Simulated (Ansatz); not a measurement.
P (beta tin type), DFT, PBE, all-electron PAW with datasets made for the crystal, scalar-relativistic (Ansatz 0.2.0), on 1 thread of Intel(R) Xeon(R) 6975P-C (Granite Rapids) (shared host).

Command: `ansatz run input.yaml --threads 1 --pin off --max-ram 2048MiB --backend cpu --events-out ev --progress --plain --runs-dir out`

```yaml
crystal:
  lattice:
    - [-2.4393550708, 2.4393550708, 1.2648874029]
    - [2.4393550708, -2.4393550708, 1.2648874029]
    - [2.4393550708, 2.4393550708, -1.2648874029]
  atoms:
    - { symbol: P, position: [-0.375, -0.125, -0.25] }
    - { symbol: P, position: [0.375, 0.125, 0.25] }
kpoints:
  mp_grid: { grid: [18, 18, 18] }
scf:
  occupations: { method: fermi_dirac, width: 0.1 }
hamiltonian:
  xc: pbe
  pseudopotentials: { kind: all_electron, datasets: crystal }
output:
  forces: true
  stress: true
  eigenvalues: true
```

Q: How large is the problem that the program sets up?

A: 480 irreducible k-points, 227 plane waves at Γ, 9 bands.

Q: About how long does it take?

A: 7.8 s of wall time for 6 SCF iterations. Times on shared machines scatter by tens of per cent.
